## A band gap that no constant can repair

Anyone who selects an oxide for a transparent electrode or a thin-film transistor channel has to decide whether a computed band gap can be trusted, and whether adding a fixed correction makes it usable. Zinc oxide is a severe test. The semilocal functional PBEsol gives it a gap of about 0.7 eV, while the measured gap, roughly recalled, is about 3.4 eV. Four fifths of the gap are missing.

GPAW 26.7.0, PBEsol with PAW data sets and plane waves up to 800 eV, for wurtzite ZnO (4-atom cell) scaled uniformly at fixed relative atomic positions, without spin polarisation or spin–orbit coupling. The k mesh is 8 × 8 × 5 with Fermi–Dirac smearing of 0.05 eV; the gaps are taken from 60 k points along a path of special points.

| volume (Å³/atom) | c/a | shortest distance (Å) | gap on path (eV) | direct gap on path (eV) |
| --- | --- | --- | --- | --- |
| 10.528 | 1.6021 | 1.894 | 0.861 | 0.861 |
| 11.200 | 1.6021 | 1.934 | 0.777 | 0.777 |
| 11.546 | 1.6021 | 1.953 | 0.735 | 0.735 |
| 11.900 | 1.6021 | 1.973 | 0.692 | 0.692 |
| 12.260 | 1.6021 | 1.993 | 0.650 | 0.650 |
| 12.628 | 1.6021 | 2.012 | 0.607 | 0.607 |
| 13.385 | 1.6021 | 2.052 | 0.522 | 0.522 |

Each row is the same wurtzite crystal, scaled uniformly. The volume is given per atom, c/a is the ratio of the cell edges, and the shortest distance is that between zinc and oxygen. The row at 11.900 Å³/atom is the unstrained cell. The gap on path and the direct gap on path agree in every row, so the highest filled and the lowest empty state lie at the same point of the band path.

### Recognising the failure

The first sign needs no spectrometer. Visible photons carry roughly 1.7 to 3.1 eV, so a crystal with a gap of 0.69 eV would absorb all of them. Yet zinc oxide, doped so that it conducts, serves as a transparent electrode, which requires it to let them through. Read literally, the table would reject the material for the very use it serves.

The next question is whether the cell is to blame. The pressures of the same runs vanish near 11.8 Å³/atom, where the recalled measured volume is about 12. Going from one volume to the other changes the gap by only 0.03 eV. Even the full range of the table, in which the volume grows by 27 % ($13.385/10.528 = 1.27$), moves the gap by just 0.34 eV, an eighth of what is missing.

The stiffness is sound as well. Around zero pressure the calculation gives a bulk modulus of 149 GPa, against a recalled value of about 140 GPa. The functional therefore describes how the atoms are held together far better than it describes the energy needed to excite an electron. Good structural results are no certificate for the bands.

Spin-orbit coupling, zero-point motion and temperature are also absent from the calculation. In zinc oxide they change the gap by a few tenths of an electronvolt at most, so the bulk of the error has to be sought in the functional.

### The second error, in the slope

Compression widens the gap. The lowest empty state is antibonding, built mainly from zinc 4s and oxygen orbitals, and it is pushed up when the atoms approach each other. The simplest description uses one constant, the volume deformation potential $a$:

$$E_\mathrm{gap}(V) = E_0 + a \ln\frac{V}{V_0},$$

where $V_0$ is the volume of the unstrained cell and $E_0$ the gap there. The bulk modulus is $B = -\mathrm{d}P/\mathrm{d}\ln V$, with $P$ the pressure, so the gap changes with pressure as

$$\frac{\mathrm{d}E_\mathrm{gap}}{\mathrm{d}P} = -\frac{a}{B}.$$

A least-squares line through all seven rows gives $a = -1.41$ eV and misses no gap by more than 3 meV. The largest miss is in the most compressed cell, where the gap rises a little less than the line predicts. That cell is under a pressure at which real zinc oxide would already have left the wurtzite structure. The printed output after this text gives the fit and the comparisons used below.

One step can be followed by hand. From 11.900 to 11.546 Å³/atom the logarithm of the volume ratio is $-0.0302$, and multiplied by $-1.41$ eV this gives a rise of 0.043 eV. The table shows the same rise, $0.735 - 0.692 = 0.043$ eV. Both rows took part in the fit, so the agreement shows that the formula describes the series, not that it predicts new cells.

Dividing 1.41 eV by 149 GPa gives a slope of about 9 meV/GPa near zero pressure. The measured slope, again roughly recalled, is about 25 meV/GPa. The calculation thus misses the response of the gap by a factor of between two and three, although the stiffness that enters the division is about right.

The comparison has to be made near zero pressure. Between neighbouring rows the slope grows from about 7 meV/GPa at the compressed end to 16 meV/GPa at the expanded end. Most of that growth comes from the crystal becoming softer as it expands, so that each gigapascal produces more strain. No interval in the table reaches 25 meV/GPa.

### Two tempting repairs

One remedy is to shift all empty states up by a constant, a so-called scissors correction. Adding 2.7 eV to every row puts the unstrained gap in the right place, but a constant has no slope. The response to pressure stays at 9 meV/GPa, which is too weak.

The other remedy is to multiply every gap by the same factor. Here that factor is $3.4/0.692 = 4.9$, and it multiplies the slope too, to about 46 meV/GPa. That is too strong by nearly a factor of two. The measured slope lies between the two repairs, which means that the missing part of the gap itself changes with volume, by about 16 meV for each gigapascal.

For anyone who computes strained zinc oxide the consequence is direct. A shift fixed at one volume may serve for that volume, but it will understate how the gap responds when the lattice is squeezed. The size of the understatement is less certain than its direction. These cells keep c/a and the relative atomic positions fixed, whereas a real crystal under pressure readjusts both, and the effect of that on the slope was not computed.

### Why the functional fails

Part of the error is common to semilocal functionals. The gap in the table is a difference between two orbital energies of one calculation. The true gap is the cost of removing an electron from the crystal less the energy gained by adding one elsewhere in it. Theory shows that even with the exact functional the two would differ, by a jump in the exchange-correlation potential as the electron number passes through that of the neutral crystal, the derivative discontinuity. A semilocal functional has no such jump in a solid, and its gaps usually come out too small. Volume and stiffness follow from the total energy of the neutral ground state, in which the jump plays no part, so they escape this error.

Zinc oxide adds a difficulty of its own, the filled zinc 3d shell. No electron should repel itself, but a semilocal functional cancels this self-repulsion only in part, and what remains is large in so compact a shell. The 3d level therefore lies too high, too close to the oxygen 2p states that form the top of the valence band. Levels that mix repel each other, and for two levels the upper one is raised by roughly

$$\Delta \approx \frac{W^2}{E_p - E_d},$$

where $W$ is their coupling and $E_p - E_d$ their separation. A separation that is too small makes $\Delta$ too large, lifts the valence edge and narrows the gap.

The same formula suggests why the slope suffers. Shorter zinc–oxygen distances strengthen the coupling $W$, so the valence edge is pushed up further on compression and cancels part of the rise of the empty state. If the push is exaggerated, so is the cancellation. This would account for the direction of both errors. How much of either it explains cannot be read from this table. To find out, one would have to repeat the series with the 3d level moved down and see how far the gap and its slope recover.

The separate band edges do not settle the matter either. From the largest cell to the smallest, the valence edge rises by 2.84 eV and the conduction edge by 3.18 eV, but the zero from which both are counted moves with the volume. Only the difference between the two rises, the 0.34 eV change of the gap, has a physical meaning here. To assign the error to one edge, the cells would need a common reference, and each edge would then have to be compared with that of a method that gives the right gap. A deep core level is only an approximate reference, because it shifts with volume too.

The mechanism tells a reader what to look for in a neighbouring case. Magnesium oxide has no filled d shell close to the oxygen 2p states, so the general shortfall of the gap should remain while the part due to p–d repulsion drops out. A hybrid functional, which mixes in exact exchange, reduces the self-repulsion, lowers the 3d level and opens the gap. In zinc oxide such a method should be judged on two numbers, the gap at one volume and its slope with pressure, because a constant shift can mend the first and leave the second wrong.

Numerical output:

```
Gap and pressure, each slope taken from the row above:
     row  pressure GPa  gap eV  gap slope meV/GPa
  10.528         20.71   0.861                n/a
    11.2         8.073   0.777              6.646
  11.546         2.939   0.735              8.181
    11.9        -1.522   0.692              9.639
   12.26        -5.388    0.65              10.86
  12.628        -8.725   0.607              12.89
  13.385        -14.05   0.522              15.97
fit of gap_on_path on 7 rows: constant 0.6907 +/- 0.00077, coefficient of lv -1.413 +/- 0.011; rms 0.00173, worst 10.528 0.00274, leave-one-out rms 0.00321
Volume at zero pressure, interpolated (A3/atom): 11.78
Gap at zero pressure, interpolated (eV): 0.7067
Gap change from zero-pressure volume to recalled measured volume (eV): -0.02634
Bulk modulus from strain -2 to +1 per cent (GPa): 148.9
Gap slope from strain -2 to +1 per cent, also after a rigid shift of all gaps (meV/GPa): 9.435
Gap missing in the unstrained cell against recalled value (eV): 2.708
Recalled gap over computed gap, unstrained cell (ratio): 4.913
Whole gap change over the table (eV): 0.339
Slope after scaling all gaps by one factor (meV/GPa): 46.36
Growth of the missing gap needed to reach the recalled slope (meV/GPa): 15.57
Recalled slope over computed slope (ratio): 2.65
Deformation potential from recalled slope and bulk modulus (eV): -3.5
Fall of valence edge over the table, zero not aligned (eV): 2.836
Fall of conduction edge over the table, zero not aligned (eV): 3.175
```
